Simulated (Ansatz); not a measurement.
As:

```xyz
2
Lattice="1.8808 1.0859 3.5141 -1.8808 1.0859 3.5141 0.0000 -2.1718 3.5141" Properties=species:S:1:pos:R:3 pbc="T T T"
As    0.0000    0.0000    2.3825
As    0.0000    0.0000    8.1597
```

| Item | Value |
| --- | --- |
| Program | Ansatz 0.2.0 |
| Task | relaxation of cell and atoms |
| Functional | BLYP |
| Dispersion | D3(BJ) |
| Potentials or basis | Ansatz PAW |
| Cutoff | 420 eV (not typed: the program's choice for these potentials) |
| k mesh | 9 × 9 × 9 |
| Occupations | fermi-dirac, width 0.05 eV |
| Spin | no spin polarisation |

At the start: volume 21.53 Å³/atom.

Question: Where does the relaxation end?

Answer: It ends after 6 steps and the volume is 21.51 Å³/atom (-0.1 %); space group R-3m (No. 166, to 0.05 Å).

The path:
| step | energy change (eV) | largest force (eV/Å) | volume (Å³) |
| --- | --- | --- | --- |
| 1 | 0.0000 | 0.4337 | 43.06 |
| 2 | -0.0083 | 0.2276 | 42.72 |
| 3 | -0.0138 | 0.0257 | 43.33 |
| 4 | -0.0142 | 0.0062 | 43.09 |
| 5 | -0.0143 | 0.0015 | 43.02 |
| 6 | -0.0143 | 0.0015 | 43.02 |

Final structure:
```
As
1.0
     1.89963    1.09675    3.44150
    -1.89963    1.09675    3.44150
     0.00000   -2.19350    3.44150
As
2
Direct
  0.22878 0.22878 0.22878
  0.77122 0.77122 0.77122
```

Caveat: the plane-wave basis is chosen anew once the cell has moved, so the energies of steps on either side of that aren't comparable; the PAW data sets come from PBE, with cores solved anew for the run's functional, which leaves a small shift of forces and pressure.
